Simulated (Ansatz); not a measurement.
# Ta: stress in a strained cell

Ta is deformed so: equal xx and yy strain of +2 %. What stress and forces result, by LAPW, PAW and all-electron datasets made for the crystal?

Computed with Ansatz 0.2.0 (DFT PBEsol, scalar-relativistic, unless a step's input says otherwise).

### Step 1. Starting point

Symmetry: Im-3m, No. 229, cubic system. Conventional cell: a = 3.303 Å, b = 3.303 Å, c = 3.303 Å, α = 90.00°, β = 90.00°, γ = 90.00°. Ta (site symmetry m-3m) is surrounded by 8 Ta at 2.86 Å.

Structure file:

```cif
data_structure
_symmetry_space_group_name_H-M 'P 1'
_symmetry_Int_Tables_number 1
_cell_length_a 2.8601
_cell_length_b 2.8601
_cell_length_c 2.8601
_cell_angle_alpha 109.471
_cell_angle_beta 109.471
_cell_angle_gamma 109.471
_cell_volume 18.01
loop_
_atom_site_label
_atom_site_type_symbol
_atom_site_fract_x
_atom_site_fract_y
_atom_site_fract_z
_atom_site_occupancy
Ta1 Ta 0.00000 0.00000 0.00000 1
```

### Step 2. After the deformation

Space group Im-3m before, I4/mmm after.

### Step 3. LAPW, all electrons

Contents of input.yaml:

```yaml
crystal:
  lattice:
    - [-1.6843056, 1.6843056, 1.65128]
    - [1.6843056, -1.6843056, 1.65128]
    - [1.6843056, 1.6843056, -1.65128]
  atoms:
    - { symbol: Ta, position: [0.0, 0.0, 0.0] }
kpoints:
  mp_grid: { grid: [15, 15, 15] }
  band_path:
    path:
      - [0.0, 0.0, 0.0]
      - [0.0, 0.0, 0.5]
      - [-0.5, 0.5, 0.5]
      - [0.0, 0.0, 0.0]
      - [0.4902921953, 0.4902921953, -0.4902921953]
      - [-0.4902921953, 0.5097078047, 0.4902921953]
      - [-0.5, 0.5, 0.5]
      - [0.0, 0.0, 0.5]
      - [0.25, 0.25, 0.25]
    npoints: 5
scf:
  occupations: { method: fermi_dirac, width: 0.05 }
hamiltonian:
  xc: pbesol
  pseudopotentials: { kind: all_electron, lapw: { basis_error: 0.00025 } }
output:
  forces: true
  stress: true
  eigenvalues: true
```

The run is started by

```sh
> ansatz run input.yaml --threads 1 --pin off --max-ram 3072MiB --backend cpu --events-out ev --progress --plain --runs-dir out
```

### Step 4. Frozen-core PAW

Contents of input.yaml:

```yaml
crystal:
  lattice:
    - [-1.6843056, 1.6843056, 1.65128]
    - [1.6843056, -1.6843056, 1.65128]
    - [1.6843056, 1.6843056, -1.65128]
  atoms:
    - { symbol: Ta, position: [0.0, 0.0, 0.0] }
kpoints:
  mp_grid: { grid: [15, 15, 15] }
scf:
  occupations: { method: fermi_dirac, width: 0.05 }
hamiltonian:
  xc: pbesol
  pseudopotentials: { kind: paw }
output:
  forces: true
  stress: true
  eigenvalues: true
  efg: { contact_densities: true }
  write_density: true
  write_potential: true
  elf: true
  volumetric_format: npy
```

### Step 5. All-electron PAW on datasets made for the crystal

input.yaml: that of step 4 with these lines changed.

```diff
@@ -13,3 +13,3 @@
   xc: pbesol
-  pseudopotentials: { kind: paw }
+  pseudopotentials: { kind: all_electron, datasets: crystal }
 output:
@@ -19,5 +19 @@
   efg: { contact_densities: true }
-  write_density: true
-  write_potential: true
-  elf: true
-  volumetric_format: npy
```

(Steps that only read results are left out.)

**Question.** What will these runs give? Wanted: pressure; largest shear or deviatoric stress.

**Answer**, as computed:

```
                                 quantity                                                 value
                                 pressure  LAPW -11.02, PAW -11.01, crystal datasets -11.02 GPa
largest shear or deviatoric stress (LAPW)                                              1.31 GPa
```

The largest part of the stress beyond the pressure is 1.31 GPa in size, in the zz component. No run of the undeformed cell stands beside it, so the pressure holds what the given cell had before the change. PAW: stress within 0.01 GPa of LAPW. Crystal datasets: stress within 0.01 GPa of LAPW. Spin-orbit coupling is left out, though the cell holds Ta; in elements this heavy it can shift bands and gaps by tenths of an eV.
